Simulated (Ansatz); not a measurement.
# GaN: equation of state with LDA

The system is GaN.

```xyz
4
Lattice="3.1800 0.0000 0.0000 -1.5900 2.7540 0.0000 0.0000 0.0000 5.1660" Properties=species:S:1:pos:R:3 pbc="T T T"
Ga    1.5900    0.9180    2.5830
Ga    0.0000    1.8360    0.0000
N     1.5900    0.9180    4.5203
N     0.0000    1.8360    1.9373
```

* Program: Ansatz 0.2.0
* Task: equation of state
* Functional: LDA
* Potentials or basis: all-electron LAPW, scalar-relativistic
* Basis error allowed: 0.002 eV/atom
* k mesh: 10 × 10 × 5
* Occupations: fermi-dirac, width 0.05 eV
* Spin: no spin polarisation

```yaml
Equilibrium_volume: 11.06 Å³/atom
Bulk_modulus_at_fixed_shape_and_positions: 202 GPa
Pressure_derivative_of_the_bulk_modulus: 4.4
```

Energy against volume, from the lowest point:
```
volume (Å³/atom)  energy (meV/atom)
          10.632              11.37
          10.858               2.45
          11.084               0.00
          11.310               3.34
          11.537              11.86
          11.763              25.03
          11.989              42.36
```

All runs of the series together: 2.5 min on 2 threads of Arm Neoverse V2, on a shared host.

Caveat: the cell was scaled at fixed shape and fractional positions, which overstates the stiffness of a crystal with free parameters, most of all of layers and chains.
